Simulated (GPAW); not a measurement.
**WS2 in GPAW: convergence with plane-wave cutoff (eV)**

WS2, a slab with vacuum:

```
CELL_PARAMETERS angstrom
3.18352 0.00000 0.00000
-1.59176 2.75701 0.00000
0.00000 0.00000 16.95058
ATOMIC_POSITIONS crystal
W 0.00000 0.00000 0.00000
S 0.33333 0.66667 0.09200
S 0.33333 0.66667 0.90800
```

```yaml
Program: GPAW 26.7.0
Task: convergence study
Functional: PBE
Potentials_or_basis: GPAW PAW data sets (gpaw-data 1.2.1)
Cutoff: 200 eV
Basis: pw
k_mesh: 6 × 6 × 1
Occupations: fermi-dirac, width 0.05 eV
Spin: no spin polarisation
```

These are the settings of the first run; the series varies plane-wave cutoff (eV), with any setting tied to it.

Hardware: 1 thread of Arm Neoverse V1, with other jobs on the host.

| plane-wave cutoff (eV) | energy less the tightest run, at zero smearing (meV/atom) | largest force (eV/Å) | gap on the mesh (eV) | SCF cycles | CPU time (s) | peak memory (GiB) |
| --- | --- | --- | --- | --- | --- | --- |
| 200 | 166.48 | 0.314 | 1.787 | 10 | 4.9 | 0.13 |
| 250 | 89.00 | 0.290 | 1.788 | 11 | 6 | 0.14 |
| 300 | 49.87 | 0.273 | 1.786 | 11 | 7.9 | 0.14 |
| 350 | 27.97 | 0.274 | 1.783 | 12 | 9.2 | 0.15 |
| 400 | 15.72 | 0.282 | 1.782 | 12 | 11 | 0.16 |
| 500 | 7.03 | 0.281 | 1.782 | 12 | 18 | 0.18 |
| 600 | 4.09 | 0.282 | 1.782 | 13 | 21 | 0.19 |
| 800 | 1.07 | 0.282 | 1.783 | 12 | 31 | 0.24 |
| 1000 | 0.00 | 0.282 | 1.783 | 13 | 44 | 0.3 |

Against the tightest run, the largest force stays within 0.005 eV/Å from 400 on; the gap on the mesh stays within 0.01 eV from 200 on. Not settled before the last step: the energy (to 1 meV/atom). The tightest run that finished is the yardstick and may itself not be fully converged.

Caveat, for the tightest run too: the k mesh is coarse; spin-orbit coupling is left out, which moves the levels of the heavy elements.
